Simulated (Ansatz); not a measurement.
# Which way does CdS + CaSe ⇌ CdSe + CaS run?

Plane-wave DFT in Ansatz with scalar-relativistic PAW potentials, cutoff 420 eV, Γ-centred meshes chosen by cell and gap, Gaussian smearing with energies taken to zero width. Every cell was relaxed (cell and atoms) in a run of its own, within the symmetry of its start. Functional: PBE.

Total energies hold large constants for each element; a whole number of eV per atom of each element is taken off below, which cancels in a balanced reaction.

| compound | lowest structure computed | structures tried | V (Å³/atom) | gap on mesh (eV) | E (eV per formula unit, common shift removed) |
| --- | --- | --- | --- | --- | --- |
| CdS | P6_3mc | 8 | 26.05 | 1.11 | -1.8301 |
| CaSe | Fm-3m | 4 | 26.44 | 2.08 | -4.0030 |
| CdSe | F-43m | 5 | 29.75 | 0.49 | -1.7968 |
| CaS | Fm-3m | 4 | 23.29 | 2.38 | -4.2621 |

Question: Work out the reaction energy at 0 K.

Answer: ΔE = E(CdSe) + E(CaS) − E(CdS) − E(CaSe) = -0.226 eV, or -22 kJ per mole of reaction (-56 meV/atom). The right side is lower: Cd takes Se and Ca takes S. All four are computed as solids; where they are solids at ordinary conditions entropy changes little. A lower structure that wasn't tried would shift the value, and mixed crystals may lie lower than either side. This functional puts CdSe lowest in F-43m, which isn't its usual phase at room temperature.